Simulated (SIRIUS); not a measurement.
Fitting the LDA energy curve of Mg

It takes space group Im-3m (No. 229, cubic). Conventional cell: a = 3.546 Å, b = 3.546 Å, c = 3.546 Å, α = 90.00°, β = 90.00°, γ = 90.00°. Mg (site symmetry m-3m) is surrounded by 8 Mg at 3.07 Å.

This isn't the form of Mg at room conditions, which is hcp.

The cell was scaled at fixed shape and fractions and run with SIRIUS, all-electron FP-LAPW (ZORA valence), apw+lo standard; LDA, k mesh 11 × 11 × 11 on the cell of 1 atom, cold occupations of 0.1 eV, collinear spin, ferromagnetic start, no spin-orbit coupling. Energies are those that the program minimises, any entropy of the smearing included. For a metal such a mesh isn't converged to the digits shown. The magnetic state is the one that the start led to, which needn't be the lowest.

```csv
V (Å³/atom),energy over the lowest row (meV/atom)
20.9479,2.175
21.3936,0.000
21.8393,?
22.2850,2.628
22.7307,6.984
23.1764,13.060
23.6221,20.778
```

Task: Fit the third-order Birch-Murnaghan form, give V0, B0 and B′, and predict the energy left open.

Result: With y = (V0/V)^(2/3), E = E0 + (9 V0 B0/16) [(y - 1)³ B′ + (y - 1)² (6 - 4y)]. Least squares through the rows shown give V0 = 21.5697 Å³/atom, E0 = -0.177 meV, B0 = 40.01 GPa (1 eV/Å³ = 160.218 GPa) and B′ = 3.99, with a largest miss of 0.020 meV. At V = 21.8393 the form with these constants gives 0.235 meV; the run gave 0.202 meV an atom.
